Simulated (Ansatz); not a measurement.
Ionic part of the dielectric constant of ZrO₂ at 6 GPa, mode by mode

Computed with DFT PBEsol, scalar-relativistic, plane waves, PAW in Ansatz. Plane waves to 420 eV; Γ-centred k mesh 8×8×8; fixed occupations. No spin polarisation. Phonons by linear response, acoustic sum rule imposed.

The structure is cubic, space group Fm-3m (No. 225). The conventional cell has a = 5.026 Å, b = 5.026 Å, c = 5.026 Å, α = 90.00°, β = 90.00°, γ = 90.00°. Around Zr (site symmetry m-3m) lie 8 O at 2.18 Å. Around O (site symmetry -43m) lie 4 Zr at 2.18 Å.

Other phases may be more stable at this pressure.

The primitive cell has V = 31.75 Å³ and ε∞,xx = 5.823. Each polar mode adds Δε = (4.92064×10⁷/V)·S/ν² along x, with S its oscillator strength in e²/amu, ν in cm⁻¹ and V in Å³.

Q: From these modes, find each Δε and ε0,xx.
```csv
ν (cm⁻¹),S_xx (e²/amu)
271.2,1.396
```

A:
```json
{"ν (cm⁻¹)": "271.2", "Δε": "29.42"}
```

The sum is 29.416, so ε0,xx = 35.24; the run's tensor has 35.24.

Q: Where do the longitudinal modes lie for a wave vector along x?

A: At 667 cm⁻¹. The Lyddane–Sachs–Teller product Π(ν_LO/ν_TO)² = 6.05 matches ε0/ε∞ = 6.05.

This fluorite-type form isn't the usual stable structure of the compound at low pressure.

Cost: 1 run of about 0.74 core-minutes, on Intel Xeon Processor @ 2.50GHz (Skylake/Cascade Lake) (shared hosts).